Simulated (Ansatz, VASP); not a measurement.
HfO2 in VASP and in Ansatz

```
CELL_PARAMETERS angstrom
4.83830 0.00000 0.00000
0.00000 4.83830 0.00000
0.00000 0.00000 3.21999
ATOMIC_POSITIONS crystal
Hf 0.00000 0.00000 0.00000
Hf 0.50000 0.50000 0.50000
O 0.19495 0.80505 0.50000
O 0.30505 0.30505 0.00000
O 0.69495 0.69495 0.00000
O 0.80505 0.19495 0.50000
```

Measurements of this composition are mostly on another form, of space group No. 14.

Alike in both runs: task single point; functional PBE; k mesh 6 × 6 × 8; occupations fermi-dirac, width 0.02 eV; no spin polarisation.

|  | VASP | Ansatz |
| --- | --- | --- |
| version | VASP 6.6.1 | Ansatz 0.2.0 |
| potentials or method | VASP PAW PBE potentials, release 64 (Hf_pv, O) | plane waves, PAW |
| plane-wave cutoff (eV) | 520 | 420 |
| valence electrons in the cell | 44 | 76 |

Ansatz gave:

* gap on the k mesh at the Fermi level (eV): 3.98
* pressure (GPa): 5.0
* largest component of the traceless stress (GPa): 0.27
* rms of the force components (eV/Å): 0.017

Estimate VASP's values.

gap on the k mesh at the Fermi level (eV): 3.92; pressure (GPa): 2.1; largest component of the traceless stress (GPa): 0.22; rms of the force components (eV/Å): 0.007.

Atom by atom the forces differ by 0.023 eV/Å (rms over components). The functional is the same, so the differences come from potentials, cutoffs and numerics. The two sets of potentials don't hold the same shells in valence.

Caveats: spin-orbit coupling is left out, which moves the levels of the heavy elements. As with any semilocal functional, this PBE gap is likely too small. A k mesh can miss the band edges.
